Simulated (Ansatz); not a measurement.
**ZrS2 (P-3m1): relaxation of cell and ions, by script**

What cell does ZrS2 (P-3m1) relax to? Aim: a relaxation of cell and ions, for ZrS2 (P-3m1), run from a script.

Program: Ansatz 0.2.0, driven from Python. Level of theory: DFT PBEsol, plane waves, PAW. These are calculated values, not measurements.

### 1 The structure

Symmetry: P-3m1, No. 164, trigonal system. The conventional cell has a = 3.691 Å, b = 3.691 Å, c = 6.041 Å, α = 90.00°, β = 90.00°, γ = 120.00°. Zr (site symmetry -3m) is surrounded by 6 S at 2.57 Å. Around S (site symmetry 3m) lie 3 Zr at 2.57 Å.

No structure file is read: the coordinates are typed or built in the script.

### 2 The code

Input file vcrelax_zrs2.py:

```python
"""Relax cell and ions of ZrS2."""

from pathlib import Path
import warnings

import ansatz as az
from ase import Atoms
from ase.neighborlist import neighbor_list
import matplotlib.pyplot as plt
import numpy as np

def edges_and_angles(cell):
    cell = np.asarray(cell)
    a, b, c = np.linalg.norm(cell, axis=1)
    cosines = cell[1] @ cell[2] / (b * c), cell[0] @ cell[2] / (a * c), cell[0] @ cell[1] / (a * b)
    return (a, b, c, *np.degrees(np.arccos(cosines)))

warnings.simplefilter("ignore", az.DeckWarning)

xtal = (
    az.Lattice.of((3.69138, 0.0, 0.0), (-1.84569, 3.19683, 0.0), (0.0, 0.0, 6.04108))
    .atom("Zr", (0.0, 0.0, 0.0))
    .atom("S", (2 / 3, 1 / 3, 0.76209))
    .atom("S", (1 / 3, 2 / 3, 0.23791))
)

# only the volume may change
calculation = (
    xtal.calculation()
    .functional("pbesol")
    .basis(39 * az.Ry)
    .accuracy("low")
    .kpoints(spacing=0.52)
    .occupations(az.OccupationsMethod.GAUSSIAN, width=0.1)
    .relax(max_steps=100, fix_cell=["shape"])
    .potential_components()
)
steps = []


def follow(event):
    if event["event"] != "relax_step":
        return
    row = event["data"]
    steps.append(row)
    print(f"step {row['step']:3d}  E = {row['lagrangian_ev']:.5f} eV  largest force component = {row['allowed_force_max_ev_ang']:.4f} eV/A  P = {row['pressure_gpa']:.3f} GPa")


result = calculation.session().plan(threads=1).execute(on_event=follow)
rep = result.report

first, last = steps[0], steps[-1]
symbols = [site.symbol for site in result.lattice.sites]
print(f"energy gained {first['lagrangian_ev'] - last['lagrangian_ev']:.4f} eV in {len(steps) - 1} steps")
for label, vectors in (("before", first["cell_ang"]), ("after", result.lattice.cell_ang)):
    print(label, "a b c (A) {:.4f} {:.4f} {:.4f}  angles {:.2f} {:.2f} {:.2f}".format(*edges_and_angles(vectors)), f" V = {abs(np.linalg.det(vectors)):.3f} A^3")
print("final stress xx yy zz (GPa, compression positive):", np.round(np.diag(rep["stress_gpa"]), 3) + 0.0)

final = Atoms(symbols, positions=last["positions_ang"], cell=result.lattice.cell_ang, pbc=True)
i, j, d = neighbor_list("ijd", final, 4.5)
print("neighbours within 1.15 times the shortest distance of each atom (A)")
for atom in range(len(final)):
    near = [m for m in np.argsort(d) if i[m] == atom]
    shell = [m for m in near if d[m] < 1.15 * d[near[0]]]
    print(f"{symbols[atom]}{atom} ({len(shell)}):", ", ".join(f"{symbols[j[m]]} {d[m]:.3f}" for m in shell))

print("relaxed fractional positions")
for site in result.lattice.sites:
    print(f"  {site.symbol:2s}", " ".join(f"{v % 1:8.5f}" for v in np.round(site.position_frac, 5)))

fig, (top, bottom) = plt.subplots(2, 1, sharex=True, figsize=(4.5, 4))
top.plot([s["lagrangian_ev"] - last["lagrangian_ev"] for s in steps], "o-")
top.set_ylabel("E - E(final) (eV)")
bottom.semilogy([max(s["allowed_force_max_ev_ang"], 1e-6) for s in steps], "s-")
bottom.set(xlabel="step", ylabel="largest force (eV/A)")
fig.tight_layout()
fig.savefig("relax.png", dpi=100)

energy = rep["free_energy_ev"]
print("ZrS2: {:.6f} eV = {:.6f} Ry = {:.6f} Ha".format(energy, energy / 13.605693, energy / 27.211386))
print("Fermi level {:.4f} eV, {} k-points, {} symmetry operations".format(rep["fermi_energy_ev"], rep["n_kpoints"], rep["n_symmetry_ops"]))

folder = Path(result.write_results("parts"))
text = (folder / "v_comp_z.tsv").read_text().splitlines()
rows = np.array([line.split() for line in text if not line.startswith("#")], dtype=float)
print(text[0])
print(np.array2string(rows[:: max(len(rows) // 12, 1)], precision=3, suppress_small=True))

used = rep["setup"]
print("cutoffs (eV):", used["ecut_ev"], used["ecutrho_ev"], " FFT grid:", used["fft_dense"])
print("cell volume {:.3f} A^3, {} symmetry operations".format(used["cell_volume_ang3"], used["n_sym_ops"]))
```

### 3 What the engine is handed

The engine receives this input:

```yaml
crystal:
  lattice:
    - [3.69138, 0.0, 0.0]
    - [-1.84569, 3.19683, 0.0]
    - [0.0, 0.0, 6.04108]
  atoms:
    - { symbol: Zr, position: [0.0, 0.0, 0.0] }
    - { symbol: S, position: [0.6666666666666666, 0.3333333333333333, 0.76209] }
    - { symbol: S, position: [0.3333333333333333, 0.6666666666666666, 0.23791] }
accuracy: low
basis:
  ecutwfc: 530.622031796766
kpoints:
  mp_grid:
    kspacing: 0.52
hamiltonian:
  xc: pbesol
scf:
  occupations:
    method: gaussian
    width: 0.1
relax:
  max_steps: 100
  cell:
    fix: [shape]
output:
  write_potential_components: true
```

### 4 Running it

Started as:

```console
> python vcrelax_zrs2.py
```

**Question.** What results will this script give? Wanted: free energy; moves of the relaxation; energy gained; last largest force component; relaxed conventional cell; space group at the end.

As calculated:

| quantity | value |
| --- | --- |
| free energy | -5903.0777 eV (-1967.6926 eV/atom) |
| moves of the relaxation | 3 |
| energy gained (ahead of the last change of basis) | 5.2 meV/atom |
| last largest force component | 0.0003 eV/Å |
| relaxed conventional cell | a = 3.641 Å, b = 3.641 Å, c = 5.959 Å, α = 90.00°, β = 90.00°, γ = 120.00° |
| space group at the end | P-3m1 |

Over 3 moves the cell shrank by 4.0 % in volume, and the space group stayed P-3m1. The run is spin-unpolarised. An absolute Fermi energy rests on an arbitrary zero of the periodic potential and has no direct meaning. Energies along a relaxation are free energies. Rows at an unchanged volume are solved on a plane-wave basis chosen afresh for that cell, so the energy jumps there and such rows are no steps of the walk. The structure is layered, and without a dispersion term the spacing of the layers is poorly determined. In a crystal with a gap the Fermi level's place inside it depends on smearing and mesh. This cell is a computed structure, which may not be the phase found in nature.
